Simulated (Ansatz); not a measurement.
# CdSe: the change of band gap with volume per atom

Band levels at named k points (names of the unstrained cell) at fixed atoms, from the valence top (v1 top filled band, c1 lowest empty), gap the least over mesh, points and any path between them, spin-unpolarised plane waves, DDH-PBE0 mixes 1/eps_inf of exact exchange. The results are calculated, by Ansatz 0.2.0.

Cell of the first row (space group F-43m, No. 216):
```
CdSe
1.0
      0.0000     2.9451     2.9451
      2.9451     0.0000     2.9451
      2.9451     2.9451     0.0000
Cd Se
1 1
Direct
  0.00000 0.00000 0.00000
  0.25000 0.25000 0.25000
```

Settings of every row: periodic directions 3; functional r2SCAN; spin orbit yes; potentials PAW; wave cutoff 500 eV; k mesh 8x8x8; smearing width 0.02 eV.

Point:
```csv
name,a (fraction of the reciprocal vector),b (fraction of the reciprocal vector),c (fraction of the reciprocal vector)
Gamma,0,0,0
X,-0.5,-0.5,0
U,-0.375,-0.375,0.25
K,-0.375,0,0.375
L,0,0,0.5
W,-0.5,-0.25,0.25
```

Limits: semilocal functionals tend to give too small a gap.

```csv
row,volume per atom (Å³),band gap (eV),least direct gap (eV)
1,25.544,1.19,1.19
2,26.35,1.124,1.124
3,27.174,1.057,1.057
4,28.014,0.99,0.99
5,28.872,0.922,0.922
6,29.747,0.855,0.855
7,30.639,?,?
8,31.549,0.722,0.722
9,32.477,0.656,0.656
```

Question: what band gap should row 7 give?

Worked fit of band gap. Take t = volume per atom − 29, in Å³. The shown rows have t = -3.456, -2.65, -1.826, -0.986, -0.128, 0.747, 2.549, 3.477. Least squares give band gap = 0.9125 − 0.07715 × t + 0.000951 × t² eV; a straight line predicts inner rows, each left out in turn, worse (root mean square 0.0042 against 0.00052 eV). The rows lie off it by 0.000, 0.000, 0.000, 0.001, 0.000, 0.000, 0.000, 0.000. The withheld row has t = 1.639, so the fit gives 0.9125 − 0.07715 × (1.639) + 0.000951 × (1.639)² = 0.789 eV.

The calculation gave 0.788 eV. The fit lies 0.001 eV (0.19 % of the column's range) above it, one unit of the last digit.

The other values of row 7: least direct gap 0.788 eV.
